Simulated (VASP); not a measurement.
# Cu: relaxation of the atoms with PBE+U

Crystal: Cu.

```
CELL_PARAMETERS angstrom
-1.48633 1.49610 1.37528
1.47690 -1.46966 1.33768
1.42891 1.41224 -1.34756
ATOMIC_POSITIONS crystal
Cu 0.02151 0.00582 0.02128
```

The cell isn't the ideal one: cell strained at random at fixed volume.

* Program: VASP 6.6.1
* Task: relaxation of the atoms
* Functional: PBE
* Potentials or basis: VASP PAW PBE potentials, release 64 (Cu)
* Cutoff: 520 eV
* k mesh: 13 × 13 × 13
* Occupations: methfessel-paxton, width 0.1 eV
* Spin: no spin polarisation
* Hubbard terms: Cu d U = 2 eV
* Further INCAR settings: ALGO = Fast; EDIFF = 1e-07; IBRION = 2; EDIFFG = -0.02; NSW = 40

```
Pressure after relaxing : 7.8 GPa
Band gap on the k mesh  : none (metal or under the smearing width)
```

Stress tensor (GPa, compression positive):
```
 7.53  4.95  0.52
 4.95  7.62 -2.01
 0.52 -2.01  8.16
```

Final structure:
```yaml
crystal:
  lattice:
    - [-1.48633, 1.49610, 1.37528]
    - [1.47690, -1.46966, 1.33768]
    - [1.42891, 1.41224, -1.34756]
  atoms:
    - { symbol: Cu, position: [0.02151, 0.00582, 0.02128] }
```

Levels at points of the mesh, in eV from the Fermi level:
| k point | band 4 | band 5 | band 6 | band 7 | band 8 | band 9 |
| --- | --- | --- | --- | --- | --- | --- |
| (0.00, 0.00, 0.00) | -3.24 | -2.59 | -2.30 | 23.82 | 25.59 | 27.54 |

Eigenvalues of the final occupation matrices:
```tsv
site	spin	trace	eigenvalues
site 1 d	1	4.64	0.92 0.92 0.92 0.93 0.94
site 1 d	2	4.64	0.92 0.92 0.92 0.93 0.94
```

It took 2.6 min on 1 thread of AMD EPYC 7R43 64-Core Processor (Zen 3), with other jobs on the host, peak memory 0.19 GiB.

Caveat: the relaxation stopped at its first step, so nothing moved; U without spin polarisation on a metal has little footing; the U is typed as a test and isn't derived for this compound.
